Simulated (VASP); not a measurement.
# PtS2 (P-3m1) in VASP: notebook

Aim: see how the results for PtS2 move with the level of theory and the settings. Levels: PBE0, PBE. Tasks: band structure, G0W0 quasiparticle levels.

All numbers are computed with VASP 6.6.1; they aren't measurements. Logs are shortened: lines on timing, memory, paths and dates and some standing lists are left out, and cuts for length are marked.

### Step 1. The structure

The structure is trigonal, space group P-3m1 (No. 164). The conventional cell has a = 3.543 Å, b = 3.543 Å, c = 5.039 Å, α = 90.00°, β = 90.00°, γ = 120.00°. Around Pt (site symmetry -3m) lie 6 S at 2.34 Å. S (site symmetry 3m) has 3 Pt at 2.34 Å as nearest neighbours.

### Step 2. Band structure, PBE0

POSCAR reads:

```
PtS2
1.0
    3.5432000000      0.0000000000      0.0000000000
   -1.7716000000      3.0685012107      0.0000000000
    0.0000000000      0.0000000000      5.0388000000
Pt S
1 2
Direct
    0.0000000000      0.0000000000      0.0000000000
    0.6666666667      0.3333333333      0.7730000000
    0.3333333333      0.6666666667      0.2270000000
```

INCAR.step1 reads:

```
SYSTEM = PtS2
  ALGO = Normal
  EDIFF = 1E-5
  ENCUT = 520
  GGA = PE
  ISIF = 2
  ISMEAR = -1
  LASPH = .TRUE.
  LCHARG = .FALSE.
  LMAXMIX = 4
  LREAL = .FALSE.
  LWAVE = .TRUE.
  NELM = 100
  PREC = Accurate
  SIGMA = 0.05
```

INCAR.step2 reads:

```
SYSTEM = PtS2
  AEXX = 0.25
  ALGO = Normal
  EDIFF = 1E-7
  ENCUT = 520
  GGA = PE
  HFRCUT = -1
  ISIF = 2
  ISMEAR = -1
  ISTART = 1
  LASPH = .TRUE.
  LCHARG = .FALSE.
  LHFCALC = .TRUE.
  LMAXMIX = 4
  LREAL = .FALSE.
  LWAVE = .FALSE.
  NELM = 100
  PREC = Accurate
  PRECFOCK = Fast
  SIGMA = 0.05
```

KPOINTS reads:

```
k-points
0
G
  5 5 3
  0 0 0
```

KPOINTS_OPT reads:

```
path GMKGALHA,LM,KH
10
line-mode
reciprocal
 0.0000000000  0.0000000000  0.0000000000  G
 0.5000000000  0.0000000000  0.0000000000  M

 0.5000000000  0.0000000000  0.0000000000  M
 0.3333333333  0.3333333333  0.0000000000  K

 0.3333333333  0.3333333333  0.0000000000  K
 0.0000000000  0.0000000000  0.0000000000  G

 0.0000000000  0.0000000000  0.0000000000  G
 0.0000000000  0.0000000000  0.5000000000  A

 0.0000000000  0.0000000000  0.5000000000  A
 0.5000000000  0.0000000000  0.5000000000  L

 0.5000000000  0.0000000000  0.5000000000  L
 0.3333333333  0.3333333333  0.5000000000  H

 0.3333333333  0.3333333333  0.5000000000  H
 0.0000000000  0.0000000000  0.5000000000  A

 0.5000000000  0.0000000000  0.5000000000  L
 0.5000000000  0.0000000000  0.0000000000  M

 0.3333333333  0.3333333333  0.0000000000  K
 0.3333333333  0.3333333333  0.5000000000  H
```

Potentials or basis: VASP PAW PBE potentials, release 64 (Pt, S).

Launch:

```
$ cat potpaw_PBE.64/Pt/POTCAR potpaw_PBE.64/S/POTCAR > POTCAR
$ cp INCAR.step1 INCAR
$ mpirun -np 1 vasp_std > vasp.out
$ cp INCAR.step2 INCAR
$ mpirun -np 1 vasp_std > vasp.out
```

OUTCAR:

```text
SYSTEM = PtS2
   AEXX = 0.25
   EDIFF = 1E-7
   ENCUT = 520
   GGA = PE
   ISIF = 2
   ISMEAR = -1
   ISTART = 1
   LASPH = .TRUE.
   LHFCALC = .TRUE.
   LREAL = .FALSE.
   NELM = 100
   PREC = Accurate
   PRECFOCK = Fast

 ion  position               nearest neighbor table
   1  0.000  0.000  0.000-   2 2.34   3 2.34   2 2.34   3 2.34   2 2.34   3 2.34
   2  0.667  0.333  0.773-   1 2.34   1 2.34   1 2.34
   3  0.333  0.667  0.227-   1 2.34   1 2.34   1 2.34

  LATTYP: Found a hexagonal cell.
 ALAT       =     3.5432000000
 C/A-ratio  =     1.4221043125

  Lattice vectors:

 A1 = (   3.5432000000,   0.0000000000,   0.0000000000)
 A2 = (  -1.7716000000,   3.0685012107,   0.0000000000)
 A3 = (   0.0000000000,   0.0000000000,   5.0388000000)

Analysis of symmetry for initial positions (statically):
=====================================================================
 Subroutine PRICEL returns:
 Original cell was already a primitive cell.

 Routine SETGRP: Setting up the symmetry group for a
 hexagonal supercell.

 Subroutine GETGRP returns: Found 12 space group operations
 (whereof 12 operations were pure point group operations)
 out of a pool of 24 trial point group operations.

The static configuration has the point symmetry D_3d.

Analysis of symmetry for dynamics (positions and initial velocities):
=====================================================================
 Subroutine PRICEL returns:
 Original cell was already a primitive cell.

 Routine SETGRP: Setting up the symmetry group for a
 hexagonal supercell.

 Subroutine GETGRP returns: Found 12 space group operations
 (whereof 12 operations were pure point group operations)
 out of a pool of 24 trial point group operations.

The dynamic configuration has the point symmetry D_3d.

 Subroutine INISYM returns: Found 12 space group operations
 (whereof 12 operations are pure point group operations),
 and found     1 'primitive' translations

----------------------------------------------------------------------------------------

                                     Primitive cell

  volume of cell :      54.7834

  direct lattice vectors                    reciprocal lattice vectors
     3.543200000  0.000000000  0.000000000     0.282230752  0.162946001  0.000000000
    -1.771600000  3.068501211  0.000000000     0.000000000  0.325892001  0.000000000
     0.000000000  0.000000000  5.038800000     0.000000000  0.000000000  0.198459951

  length of vectors
     3.543200000  3.543200000  5.038800000     0.325892001  0.325892001  0.198459951

  position of ions in fractional coordinates (direct lattice)
     0.000000000  0.000000000  0.000000000
     0.666666667  0.333333333  0.773000000
     0.333333333  0.666666667  0.227000000

  ion indices of the primitive-cell ions
   primitive index   ion index
                 1           1
                 2           2
                 3           3

----------------------------------------------------------------------------------------

 KPOINTS: k-points

Automatic generation of k-mesh.
 Grid dimensions read from file:
 generate k-points for:    5    5    3

 Generating k-lattice:

  Cartesian coordinates                     Fractional coordinates (reciprocal lattice)
     0.056446150  0.032589200  0.000000000     0.200000000 -0.000000000  0.000000000
     0.000000000  0.065178400  0.000000000     0.000000000  0.200000000  0.000000000
     0.000000000  0.000000000  0.066153317     0.000000000  0.000000000  0.333333333

  Length of vectors
     0.065178400  0.065178400  0.066153317

  Shift w.r.t. Gamma in fractional coordinates (k-lattice)
     0.000000000  0.000000000  0.000000000

 Subroutine IBZKPT returns following result:
 ===========================================

 Found     12 irreducible k-points:

 Following reciprocal coordinates:
            Coordinates               Weight
  0.000000  0.000000  0.000000      1.000000
  0.200000  0.000000  0.000000      6.000000
  0.400000  0.000000  0.000000      6.000000
  0.200000  0.200000  0.000000      6.000000
  0.400000  0.200000  0.000000      6.000000
  0.000000  0.000000  0.333333      2.000000
  0.200000  0.000000  0.333333      6.000000
  0.000000  0.200000  0.333333      6.000000
  0.400000  0.000000  0.333333      6.000000
  0.000000  0.400000  0.333333      6.000000
  0.200000  0.200000  0.333333     12.000000
  0.400000  0.200000  0.333333     12.000000
   k-points           NKPTS =     12   k-points in BZ     NKDIM =     75   number of bands    NBANDS=     15
   number of dos      NEDOS =    301   number of ions     NIONS =      3
   total plane-waves  NPLWV =  31360
   dimension x,y,z NGX =    28 NGY =   28 NGZ =   40
   dimension x,y,z NGXF=    56 NGYF=   56 NGZF=   80
   ions per type =               1   2
   NGX,Y,Z   is equivalent  to a cutoff of  13.14, 13.14, 13.20 a.u.
   NGXF,Y,Z  is equivalent  to a cutoff of  26.28, 26.28, 26.39 a.u.
 SYSTEM =  PtS2
   PREC   = accura    normal or accurate (medium, high low for compatibility)
   ISTART =      1    job   : 0-new  1-cont  2-samecut
   ICHARG =      0    charge: 1-file 2-atom 10-const
   ISPIN  =      1    spin polarized calculation?
   LNONCOLLINEAR =      F non collinear calculations
   LSORBIT =      F    spin-orbit coupling
   LASPH  =      T    aspherical Exc in radial PAW
   ENCUT  =  520.0 eV  38.22 Ry    6.18 a.u.   6.59  6.59  9.37*2*pi/ulx,y,z
   NELM   =    100;   NELMIN=  2; NELMDL=  0     # of ELM steps
   EDIFF  = 0.1E-06   stopping-criterion for ELM
   LREAL  =      F    real-space projection
   EDIFFG = 0.1E-05   stopping-criterion for IOM
   NSW    =      0    number of steps for IOM
   IBRION =     -1    ionic relax: 0-MD 1-quasi-New 2-CG
   NFREE  =      0    steps in history (QN), initial steepest desc. (CG)
   ISIF   =      2    stress and relaxation
   ISYM   =      3    0-nonsym 1-usesym 2-fastsym
   POTIM  = 0.5000    time-step for ionic-motion
   TEBEG  =    0.0;   TEEND  =   0.0 temperature during run
   PSTRESS=    0.0 pullay stress
   NELECT =      22.0000    total number of electrons
   NUPDOWN=      -1.0000    fix difference up-down
   EMIN   =  10.00;   EMAX   =-10.00  energy-range for DOS
   EFERMI =   0.00;   METHOD = LEGACY
   ISMEAR =    -1;   SIGMA  =   0.05  broadening in eV -4-tet -1-fermi 0-gaus
   EFERMI_NEDOS =   21; number of points for ismear=-14 and -15
   IALGO  =     38    algorithm
   IMIX   =      1    mixing-type and parameters
     AMIX     =   0.40;   BMIX     =  1.00
     AMIX_MAG =   1.60;   BMIX_MAG =  1.00
  volume/ion in A,a.u.               =      18.26       123.23
  Fermi-wavevector in a.u.,A,eV,Ry     =   1.207812  2.282434 19.848315  1.458810
  Thomas-Fermi vector in A             =   2.343439
   LORBIT       =      0    0 simple, 1 ext, 2 COOP (PROOUT), +10 PAW based schemes
   GGA     = PE    functional components
   LHFCALC =     T    Hartree Fock is set to
   PRECFOCK=fast      Normal, Fast or Accurate (Low or Medium for compatibility)
   ENCUT4O =  -1.0   cutoff for four orbital integrals eV
   NKREDX  =     1    reduce k-point grid by
   NKREDY  =     1    reduce k-point grid by
   NKREDZ  =     1    reduce k-point grid by
   AEXX    =    0.2500 exact exchange contribution
   HFSCREEN=    0.0000 screening length (either q_TF or 0.3 A-1)
   HFSCREENC=   0.0000 screening length for correlation (either q_TF or 0.3 A-1)
   ENCUTFOCK=  -1.0 apply spherical cutoff to Coloumb kernel
   IVDW    =     0    specifies the selected vdW correction
   LEPSILON=     F    determine dielectric tensor
   LRPA    =     F    only Hartree local field effects (RPA)
 non-spin polarized calculation
  energy-cutoff  :      520.00
  volume of cell :       54.78
 maximum number of plane-waves:      1507
 NGX is ok and might be reduce to    28
  NGX = 16; NGY = 16; NGZ = 24

 number of electron      22.0000001 magnetization

 Free energy of the ion-electron system (eV)
  ---------------------------------------------------
  ext. energy  EPLUGINS =         0.00000000
  ---------------------------------------------------
  free energy    TOTEN  =       -20.16589444 eV

  energy without entropy =      -20.16589444  energy(sigma->0) =      -20.16589444

 E-fermi :   6.8951     XC(G=0):  -8.3361

 val. band max:        5.9108939920   @ k =   0.0000   0.0000   0.0000
 cond. band min:       8.4446696738   @ k =   0.0000   0.2000   0.3333
 fundamental gap:      2.5337756818
 Fermi energy:         6.8951182320

 k-point     1 :       0.0000    0.0000    0.0000
  band No.  band energies     occupation
      1     -11.3234      2.00000
      2      -7.7700      2.00000
      3      -2.0117      2.00000
      4      -1.9229      2.00000
      5      -1.9229      2.00000
      6       1.0430      2.00000
      7       1.0430      2.00000
      8       3.4816      2.00000
      9       4.6996      2.00000
     10       4.6996      2.00000
     11       5.9109      2.00000
     12       9.7562      0.00000
     13       9.7562      0.00000
     14      12.1681      0.00000
     15      13.4244      0.00000

 k-point     2 :       0.2000    0.0000    0.0000
  band No.  band energies     occupation
      1     -10.7565      2.00000
      2      -8.1058      2.00000
      3      -1.6387      2.00000
      4      -1.5380      2.00000
      5      -1.3589      2.00000
      6       0.3874      2.00000
      7       0.7524      2.00000
      8       2.5049      2.00000
      9       4.1206      2.00000
     10       4.3856      2.00000
     11       5.6091      2.00000
     12       8.7436      0.00000
     13       9.6419      0.00000
     14      13.3392      0.00000
     15      14.9970      0.00000
[... 149 lines left out ...]
      3      -1.7000      2.00000
      4      -1.4860      2.00000
      5      -0.5531      2.00000
      6       0.1851      2.00000
      7       0.5804      2.00000
      8       1.9136      2.00000
      9       3.3516      2.00000
     10       3.8329      2.00000
     11       4.6091      2.00000
     12       8.6266      0.00000
     13       9.3326      0.00000
     14      14.2483      0.00000
     15      14.7927      0.00000

 k-point    12 :       0.4000    0.2000    0.3333
  band No.  band energies     occupation
      1      -8.9893      2.00000
      2      -8.7464      2.00000
      3      -2.2735      2.00000
      4      -1.2957      2.00000
      5      -0.3897      2.00000
      6       0.5067      2.00000
      7       0.9344      2.00000
      8       1.6200      2.00000
      9       2.0551      2.00000
     10       3.2981      2.00000
     11       3.9619      2.00000
     12       8.9892      0.00000
     13       9.7293      0.00000
     14      13.8625      0.00000
     15      14.9564      0.00000

------------------------ aborting loop because EDIFF is reached ----------------------------------------

  FORCE on cell =-STRESS in cart. coord.  units (eV):
  Direction    XX          YY          ZZ          XY          YZ          ZX
  --------------------------------------------------------------------------------------
  -------------------------------------------------------------------------------------
  Total        1.9808226      1.9808226      2.5763546      0.0000000      0.0000000      0.0000000
  in kB       57.9304730     57.9304730     75.3472028      0.0000000      0.0000000      0.0000000
  external PRESSURE =      63.7360496 kB  Pullay stress =       0.0000000 kB

 VOLUME and BASIS-vectors are now :
 -----------------------------------------------------------------------------
  energy-cutoff  :      520.00
  volume of cell :       54.78
      direct lattice vectors                 reciprocal lattice vectors
     3.543200000  0.000000000  0.000000000     0.282230752  0.162946001  0.000000000
    -1.771600000  3.068501211  0.000000000     0.000000000  0.325892001  0.000000000
     0.000000000  0.000000000  5.038800000     0.000000000  0.000000000  0.198459951

 POSITION                                       TOTAL-FORCE (eV/Angst)
 -----------------------------------------------------------------------------------
      0.00000      0.00000      0.00000         0.000000      0.000000      0.000000
      1.77160      1.02283      3.89499        -0.000000      0.000000     -0.863555
     -0.00000      2.04567      1.14381         0.000000     -0.000000      0.863555
 -----------------------------------------------------------------------------------
    total drift:                                0.000000      0.000000      0.000000

  FREE ENERGIE OF THE ION-ELECTRON SYSTEM (eV)
  ---------------------------------------------------
  free  energy   TOTEN  =       -20.1658944437 eV

  energy  without entropy=      -20.1658944436  energy(sigma->0) =      -20.16589444
```

Run time: 47 min. Hardware: 1 thread of AMD EPYC 7R13 (Zen 3), shared host; peak memory 0.18 GiB.

What came out:

```yaml
Free_energy: -20.1659 eV
Pressure: 6.4 GPa
Largest_force: 0.864 eV/Å
Band_gap_on_the_k_mesh: 2.53 eV, indirect (least direct gap 2.84 eV)
Band_gap_along_the_path: 2.24 eV, indirect (least direct gap 2.99 eV)
```

Forces on the atoms (eV/Å):
```
Pt   0.000  0.000  0.000
S    0.000  0.000 -0.864
S    0.000  0.000  0.864
```

Stress tensor (GPa, compression positive):
```
5.79 0.00 0.00
0.00 5.79 0.00
0.00 0.00 7.53
```

Levels at the corners of the path, in eV from the valence-band top:
```csv
point,band 7,band 8,band 9,band 10,band 11,band 12,band 13,band 14,band 15
Γ,-4.90,-2.46,-1.24,-1.24,-0.03,3.81,3.81,6.22,7.48
M,-4.30,-4.15,-3.83,-3.39,-2.85,3.20,4.37,7.17,8.18
M,-4.30,-4.15,-3.83,-3.39,-2.85,3.20,4.37,7.17,8.18
K,-5.33,-4.66,-2.95,-2.03,-2.03,2.36,2.36,7.40,9.85
K,-5.33,-4.66,-2.95,-2.03,-2.03,2.36,2.36,7.40,9.84
Γ,-4.90,-2.46,-1.24,-1.24,-0.03,3.81,3.81,6.22,7.48
Γ,-4.90,-2.46,-1.24,-1.24,-0.03,3.81,3.81,6.22,7.48
A,-4.93,-2.75,-1.45,-1.45,-1.35,4.39,4.39,7.01,9.27
A,-4.93,-2.75,-1.45,-1.45,-1.35,4.39,4.39,7.01,9.25
L,-4.30,-4.17,-3.47,-3.37,-1.58,3.48,3.87,7.11,7.16
L,-4.30,-4.17,-3.47,-3.37,-1.58,3.48,3.87,7.11,7.16
H,-5.02,-4.55,-3.95,-2.55,-2.55,3.72,3.72,9.32,9.87
H,-5.02,-4.55,-3.95,-2.55,-2.55,3.72,3.72,9.29,9.65
A,-4.93,-2.75,-1.45,-1.45,-1.35,4.39,4.39,7.01,9.24
L,-4.30,-4.17,-3.47,-3.37,-1.58,3.48,3.87,7.11,7.16
M,-4.30,-4.15,-3.83,-3.39,-2.85,3.20,4.37,7.17,8.18
K,-5.33,-4.66,-2.95,-2.03,-2.03,2.36,2.36,7.40,9.84
H,-5.02,-4.55,-3.95,-2.55,-2.55,3.72,3.72,9.30,9.66
```

Caveat: the PAW data sets were made with another functional, which shifts forces and pressure a little; spin-orbit coupling is left out, which moves the levels of the heavy elements; the mesh misses the band edges, which the band path finds closer together.

(Part 1 of 2 ends here.)
